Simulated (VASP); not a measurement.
Wanted: the native input for a VASP 6.6.1 run.

```yaml
Task: single point
Functional: PBEsol
Potentials_or_basis: VASP PAW PBE potentials, release 64 (La, B)
Cutoff: 700 eV
k_mesh: 8 × 8 × 8
Occupations: gaussian, width 0.1 eV
Spin: no spin polarisation
Further_INCAR_settings: ALGO = Normal; EDIFF = 1e-06; NBANDS = 24
```

The structure of LaB6 lies in POSCAR:

```
LaB6
1.0
    4.1303900000      0.0000000000      0.0000000000
    0.0000000000      4.1303900000      0.0000000000
    0.0000000000      0.0000000000      4.1303900000
La B
1 6
Direct
    0.0000000000      0.0000000000      0.0000000000
    0.8004400000      0.5000000000      0.5000000000
    0.1995600000      0.5000000000      0.5000000000
    0.5000000000      0.5000000000      0.8004400000
    0.5000000000      0.5000000000      0.1995600000
    0.5000000000      0.1995600000      0.5000000000
    0.5000000000      0.8004400000      0.5000000000
```

The cell is a database's computed one.

The input as run:

INCAR

```
SYSTEM = LaB6
ALGO     = Normal         ! electronic algorithm
EDIFF    = 1E-6           ! SCF threshold, eV
ENCUT    = 700            ! plane-wave cutoff, eV
GGA      = PS             ! functional
ISIF     = 2              ! what is computed and relaxed
ISMEAR   = 0              ! smearing method
LASPH    = .True.         ! aspherical terms in the spheres
LCHARG   = .False.        ! write CHGCAR
LREAL    = .False.        ! projectors in reciprocal space
LWAVE    = .False.        ! write WAVECAR
NBANDS   = 24             ! bands
NELM     = 60             ! most SCF steps
PREC     = Accurate       ! precision mode
SIGMA    = 0.1            ! smearing width, eV
```

KPOINTS

```
k-points
0
Gamma
  8 8 8
  0 0 0
```

Potentials or basis: VASP PAW PBE potentials, release 64 (La, B).

The run is started by

```console
$ cat potpaw_PBE.64/La/POTCAR potpaw_PBE.64/B/POTCAR > POTCAR
$ mpirun -np 1 vasp_std > vasp.out
```

It gave:

- Pressure: 0.0 GPa
- Band gap on the k mesh: none (metal or under the smearing width)

Caveat: the PAW data sets were made with another functional, which shifts forces and pressure a little.

Run time: 84 s on 1 thread of Intel(R) Xeon(R) Platinum 8488C (Sapphire Rapids) (shared host), peak memory 0.27 GiB.
